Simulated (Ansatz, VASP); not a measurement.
Si2Mo: VASP beside Ansatz

Contents of INCAR:

```
  PREC = Accurate
  ENCUT = 520
  EDIFF = 1E-6
  ISMEAR = -1
  SIGMA = 0.05
  LREAL = F
  LASPH = T
  NELM = 60
  ALGO = Normal
  ISIF = 2
  LWAVE = F
  LCHARG = F
  NBANDS = 18
```

File KPOINTS:

```
regular mesh
0
Gamma
  12 12 12
```

File POSCAR:

```
Si2Mo
1.0
   -1.6313805159      1.6313805159      4.0075881985
    1.6313805159     -1.6313805159      4.0075881985
    1.6313805159      1.6313805159     -4.0075881985
Mo Si
1 2
Direct
    0.0000000000      0.0000000000      0.0000000000
    0.6670000000      0.6670000000      0.0000000000
    0.3330000000      0.3330000000      0.0000000000
```

input.yaml

```yaml
crystal:
  lattice:
    - [-1.6313805159, 1.6313805159, 4.0075881985]
    - [1.6313805159, -1.6313805159, 4.0075881985]
    - [1.6313805159, 1.6313805159, -4.0075881985]
  atoms:
    - { symbol: Mo, position: [0.0, 0.0, 0.0] }
    - { symbol: Si, position: [0.667, 0.667, 0.0] }
    - { symbol: Si, position: [0.333, 0.333, 0.0] }
kpoints:
  mp_grid: { grid: [12, 12, 12] }
scf:
  occupations: { method: fermi_dirac, width: 0.05 }
hamiltonian:
  xc: lda
  pseudopotentials: { kind: all_electron, lapw: { basis_error: 0.002 } }
output:
  forces: true
  stress: true
  eigenvalues: true
```

Change from the starting cell: volume scaled by 1.06.

Alike in both runs: task single point; functional LDA; k mesh 12 × 12 × 12; occupations fermi-dirac, width 0.05 eV; no spin polarisation.

|  | VASP | Ansatz |
| --- | --- | --- |
| version | VASP 6.6.1 | Ansatz 0.2.0 |
| potentials or method | VASP PAW LDA potentials, release 64 (Mo_sv, Si) | all-electron LAPW, scalar-relativistic |
| plane-wave cutoff (eV) | 520 | see its input |

VASP gave:

| Item | Value |
| --- | --- |
| gap on the k mesh at the Fermi level (eV) | none |
| pressure (GPa) | -15.9 |
| largest component of the traceless stress (GPa) | 2.04 |
| rms of the force components (eV/Å) | 0.211 |

Task: What did Ansatz give for the same quantities?

Result: gap on the k mesh at the Fermi level (eV): none; pressure (GPa): -16.3; largest component of the traceless stress (GPa): 2.07; rms of the force components (eV/Å): 0.215.

Atom by atom the forces differ by 0.004 eV/Å (rms over components). A gap of «none» marks a metal or a gap that the smearing closes. Ansatz ran all-electron here, so the differences hold the error of VASP's frozen core and of both bases.

Caveats: so large a pressure means that the cell lies far from this level's equilibrium, or that cutoff or potentials fall short (VASP).
